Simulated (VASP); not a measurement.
# Ir: saddle point by the improved dimer method

Ir, defect, 15 atoms in the cell. PBE, improved dimer method; PAW potentials Ir (PBE set).

Path: a Ir atom hops into a neighbouring Ir vacancy; Length of the hop (Å): 2.709; Atoms free in the vibrations (from 0): 3, 7, 10, 11, 14.

## Input

INCAR.step1:
```
PREC = Accurate ; ENCUT = 250
EDIFF = 1E-7 ; ISMEAR = 1
SIGMA = 0.1 ; LREAL = F
LASPH = T ; NELM = 100
ALGO = Normal ; LWAVE = F
LCHARG = F ; ISYM = 0
KPAR = 8 ; IBRION = 2
NSW = 100 ; ISIF = 2
EDIFFG = -0.005 ; POTIM = 0.5
```

INCAR.step2, as INCAR.step1 but for:
```
- EDIFF = 1E-7
- EDIFFG = -0.005
+ EDIFF = 1E-6
+ EDIFFG = -0.02
```

INCAR.step3, as INCAR.step2 but for:
```
- IBRION = 2
- NSW = 100
- ISIF = 2
- POTIM = 0.5
+ IBRION = 44
+ NSW = 300
```

INCAR.step4, as INCAR.step3 but for:
```
- EDIFF = 1E-6
- IBRION = 44
- NSW = 300
- EDIFFG = -0.02
+ EDIFF = 1E-7
+ IBRION = 5
+ NFREE = 2
+ POTIM = 0.015
+ NSW = 1
```

KPOINTS:
```
k-points
0
Gamma
  3 3 3
```

POSCAR.step1:
```
Ir
1.0
   -3.8312000000      3.8312000000      3.8312000000
    3.8312000000     -3.8312000000      3.8312000000
    3.8312000000      3.8312000000     -3.8312000000
Ir
15
Direct
    0.5000000000      0.5000000000      0.0000000000
    0.5000000000      0.0000000000      0.5000000000
    0.0000000000      0.5000000000      0.5000000000
    0.5000000000      0.2500000000      0.2500000000
    0.0000000000      0.7500000000      0.2500000000
    0.0000000000      0.2500000000      0.7500000000
    0.5000000000      0.7500000000      0.7500000000
    0.2500000000      0.5000000000      0.2500000000
    0.7500000000      0.0000000000      0.2500000000
    0.7500000000      0.5000000000      0.7500000000
    0.2500000000      0.0000000000      0.7500000000
    0.2500000000      0.2500000000      0.5000000000
    0.7500000000      0.7500000000      0.5000000000
    0.7500000000      0.2500000000      0.0000000000
    0.2500000000      0.7500000000      0.0000000000
```

POSCAR.step2:
```
Ir
1.0
   -3.8312000000      3.8312000000      3.8312000000
    3.8312000000     -3.8312000000      3.8312000000
    3.8312000000      3.8312000000     -3.8312000000
Ir
15
Direct
    0.5000000000      0.5000000000      0.0000000000
    0.5000000000      0.0000000000      0.5000000000
    0.0000000000      0.5000000000      0.5000000000
    0.0000000000      0.0000000000      0.0000000000
    0.0000000000      0.7500000000      0.2500000000
    0.0000000000      0.2500000000      0.7500000000
    0.5000000000      0.7500000000      0.7500000000
    0.2500000000      0.5000000000      0.2500000000
    0.7500000000      0.0000000000      0.2500000000
    0.7500000000      0.5000000000      0.7500000000
    0.2500000000      0.0000000000      0.7500000000
    0.2500000000      0.2500000000      0.5000000000
    0.7500000000      0.7500000000      0.5000000000
    0.7500000000      0.2500000000      0.0000000000
    0.2500000000      0.7500000000      0.0000000000
```

POSCAR.step3:
```
Ir                                      
1.0
   -3.8312000000      3.8312000000      3.8312000000
    3.8312000000     -3.8312000000      3.8312000000
    3.8312000000      3.8312000000     -3.8312000000
Ir
15
Direct
    0.5117188001      0.5149984174      1.0073727995
    0.5155552692      0.0066743791      0.5059187982
    1.0105949743      0.4991981965      0.5008518087
    0.2662629443      0.1410500690      0.1425599601
    0.0108083654      0.7542322816      0.2551071294
    1.0159408094      0.2559425772      0.7579589070
    0.5186767449      0.7621309584      0.7615461149
    0.2663881316      0.5160746352      0.2655211959
    0.7740775748      0.0137544670      0.2578787758
    0.7695958482      0.5125819289      0.7570959826
    0.2678279465      1.0062113042      0.7498509551
    0.2682736745      0.2633283206      0.5151133545
    0.7677770051      0.7485491227      0.5059552850
    0.7701655624      0.2544179785      1.0055453296
    0.2635432465      0.7518330983      1.0022497764

   -0.0000032647      0.0542367462      0.0446723369
    0.0000024932      0.0446745935      0.0542295726
    0.0000001731      0.0446717126      0.0446795240
   -0.0000004755     -0.6827937927     -0.6827859467
   -0.0000010492      0.0542536129      0.0446569209
    0.0000017621      0.0446653764      0.0542488576
    0.0000019980      0.0446588547      0.0446603765
    0.0000156457      0.0542326732      0.0542520045
    0.0095722906      0.0446721900      0.0446575027
   -0.0095724574      0.0446748509      0.0446550691
   -0.0000153396      0.0542356654      0.0542545934
    0.0000143234      0.0542546785      0.0542355773
   -0.0095781218      0.0446572167      0.0446733940
    0.0095769406      0.0446542678      0.0446736641
   -0.0000149186      0.0542513538      0.0542365531
```

POSCAR.step4:
```
Ir
1.0
   -3.8312000000      3.8312000000      3.8312000000
    3.8312000000     -3.8312000000      3.8312000000
    3.8312000000      3.8312000000     -3.8312000000
Ir
15
Selective dynamics
Direct
    0.5212875962      0.5006083896      0.0203337725  F F F
    0.5213801609      0.0215522773      0.4994705301  F F F
    0.0075450093      0.5040696532      0.5030757138  F F F
    0.2664363653      0.1336347216      0.1324065550  T T T
    0.0115651530      0.7661309814      0.2450459980  F F F
    0.0117102773      0.2453635035      0.7660392822  F F F
    0.5254623183      0.7625733966      0.7624723724  F F F
    0.2666965372      0.5316855451      0.2713298455  T T T
    0.7666727567      0.0132418169      0.2531222390  F F F
    0.7665975869      0.5131517849      0.7529823150  F F F
    0.2666924644      0.9949879320      0.7346570914  T T T
    0.2662557875      0.2715299740      0.5305087886  T T T
    0.7663164691      0.7535803776      0.5124054775  F F F
    0.7663303139      0.2534538974      0.0123451716  F F F
    0.2662581013      0.7354134834      0.9943310201  T T T
```

POSCAR.step5:
```
Ir
1.0
   -3.8312000000      3.8312000000      3.8312000000
    3.8312000000     -3.8312000000      3.8312000000
    3.8312000000      3.8312000000     -3.8312000000
Ir
15
Selective dynamics
Direct
    0.4999990578      0.4999995423      0.9999985528  F F F
    0.5000012468      0.0000017804      0.5000007341  F F F
    0.9999999828      0.4999989528      0.5000009309  F F F
    0.4967684467      0.2483835719      0.2483850086  T T T
    0.0000005345      0.7516164823      0.2483835857  F F F
    0.9999992420      0.2483844080      0.7516152857  F F F
    0.5032317224      0.7516156933      0.7516159152  F F F
    0.2483832110      0.4967665208      0.2483842932  T T T
    0.7516164552      0.0000019496      0.2483841380  F F F
    0.7516159431      0.5032315266      0.7516145511  F F F
    0.2483840701      0.9999995175      0.7516168469  T T T
    0.2483839786      0.2483849001      0.4967674149  T T T
    0.7516165017      0.7516161064      0.5032340694  F F F
    0.7516163427      0.2483827678      0.9999999670  F F F
    0.2483832647      0.7516162802      0.9999987065  T T T
```

Commands (each step's output is kept before the next begins):
```
cat potpaw_PBE.64/Ir/POTCAR > POTCAR
cp INCAR.step1 INCAR
cp POSCAR.step1 POSCAR
mpirun -np 8 vasp_std > vasp.out
cp INCAR.step2 INCAR
cp POSCAR.step2 POSCAR
mpirun -np 8 vasp_std > vasp.out
# the block under the positions in POSCAR is the starting axis: the straight line between the two relaxed ends
cp INCAR.step3 INCAR
cp POSCAR.step3 POSCAR
mpirun -np 8 vasp_std > vasp.out
# POSCAR: the saddle point
cp INCAR.step4 INCAR
cp POSCAR.step4 POSCAR
mpirun -np 8 vasp_std > vasp.out
# POSCAR: the relaxed minimum
cp POSCAR.step5 POSCAR
mpirun -np 8 vasp_std > vasp.out
```

## Result

- Barrier (eV): 2.993
- Barrier with zero-point energies (eV): 2.993
- Imaginary frequency (cm⁻¹): 99
- Imaginary modes at the saddle: 1
- Attempt frequency (THz): 3.8
- Force evaluations of the dimer: 37
- Largest force left (eV/Å): 0.0101
- Ionic steps, all stages: 105
- Electronic steps, all stages: 1067

Vibrations (cm⁻¹; a negative value is imaginary):

| Mode | Minimum | Saddle |
|---|---|---|
| 1 | 178 | 239 |
| 2 | 174 | 207 |
| 3 | 166 | 199 |
| 4 | 158 | 187 |
| 5 | 154 | 164 |
| 6 | 152 | 162 |
| 7 | 152 | 159 |
| 8 | 145 | 155 |
| 9 | 140 | 153 |
| 10 | 139 | 153 |
| 11 | 128 | 126 |
| 12 | 120 | 112 |
| 13 | 119 | 93 |
| 14 | 114 | 38 |
| 15 | 106 | -99 |

Harmonic rate, classical:

| Temperature (K) | Jumps per second |
|---|---|
| 300 | 2e-38 |
| 600 | 2.7e-13 |
| 900 | 6.6e-05 |

The cell is Ir (16 atoms) with one Ir atom missing.

Limits: the cell holds 15 atoms, so the vacancy or interstitial meets its own images and the barrier isn't that of a lone defect; the attempt frequency counts the hopping atom and the four atoms nearest to it, while all others are held.

VASP 6.6.1 took 1069 s on 8 cores (Intel Xeon 6975P-C (Granite Rapids)), a shared host.
